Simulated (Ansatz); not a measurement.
## From three elastic constants to directional properties of P

Method: DFT PBEsol, scalar-relativistic, plane waves, PAW (Ansatz). Plane waves to 420 eV; Γ-centred k mesh 20×20×20; Fermi-Dirac smearing of 0.15 eV. No spin polarisation.

The cell, relaxed at this level:
```
P
1.0
     2.42280    0.00000    0.00000
     0.00000    2.42280    0.00000
     0.00000    0.00000    2.42281
P
1
Direct
  0.00000 0.00000 0.00000
```

In a metal, frequencies and elastic constants depend on the k mesh and the smearing, soft modes and shear constants most.

With ions relaxed, on the cubic axes: C11 = 261.0, C12 = 57.1, C44 = 61.2 GPa. The density is 3.616 g/cm³. Zone-centre modes weren't checked beside this run.

Task: Is the crystal stable against strain, and how anisotropic is it?

Result: Born's conditions hold: C11 + 2C12 = 375.2, C11 − C12 = 203.8 and C44 = 61.2 GPa are all positive. B = (C11 + 2C12)/3 = 125.1 GPa. The two shear moduli are C44 and C′ = (C11 − C12)/2 = 101.9 GPa, so Zener's ratio is A = C44/C′ = 0.60: the shear C44 is the soft one, as in NaCl, KCl, the halide perovskites and the bcc metals V, Nb, Cr and Mo. The Cauchy pressure C12 − C44 is -4.0 GPa; it would vanish for pair forces between atoms on inversion centres at zero pressure, and here it is small.

Task: Give the sound speeds along the three symmetry directions.

Result: The Christoffel equation gives ρv² for each branch:
```tsv
direction	branch	ρv²	GPa	v (m/s)
[100]	L	C11	261.0	8495
[100]	T (×2)	C44	61.2	4113
[110]	L	(C11 + C12 + 2C44)/2	220.2	7804
[110]	T, u ∥ [001]	C44	61.2	4113
[110]	T, u ∥ [1-10]	(C11 − C12)/2	101.9	5309
[111]	L	(C11 + 2C12 + 4C44)/3	206.7	7560
[111]	T (×2)	(C11 − C12 + C44)/3	88.3	4942
```

Task: How does Young's modulus depend on direction?

Result: Inverting gives S11 = 4.159, S12 = -0.747, S44 = 16.343 TPa⁻¹. Along a unit vector (l, m, n), 1/E = S11 − 2(S11 − S12 − S44/2)(l²m² + m²n² + n²l²), where the last bracket is 0, 1/4 and 1/3 for [100], [110] and [111]: E = 240, 173 and 158 GPa. With A < 1 the cube edge is stiffest. For a film on (001), the biaxial modulus is C11 + C12 − 2C12²/C11 = 293 GPa and the normal strain is −2C12/C11 = -0.44 times the in-plane one.

This simple cubic form isn't the element's structure at ambient conditions.

Cost: 1 run of about 1 core-minutes, on Intel Xeon Platinum 8259CL (Skylake/Cascade Lake) (shared hosts).

The anisotropy follows the bond network. In simple cubic phosphorus the nearest neighbours lie along the cube axes, where p orbitals overlap head-on in σ fashion. Strain along [100] stretches these bonds directly, so C11 is large and both Young's modulus and the longitudinal sound speed peak there. The C44 shear mainly changes the right angles between bonds and leaves their lengths unchanged to first order, which makes it softer than C′, where some bonds lengthen and others shorten.

Nearest-neighbour central springs alone would give no resistance to the C44 shear, so its value of 61.2 GPa must come from more distant neighbours, angular forces or the electron gas. The small Cauchy pressure therefore doesn't establish simple pair bonding; many-body contributions may largely cancel.

The positive Born combinations support stability against homogeneous strain only. The half-filled p shell favours a Peierls-like alternation of short and long bonds, as in the layered forms of phosphorus, and such a cell-doubling distortion lies outside what uniform strain of a one-atom cell can test.
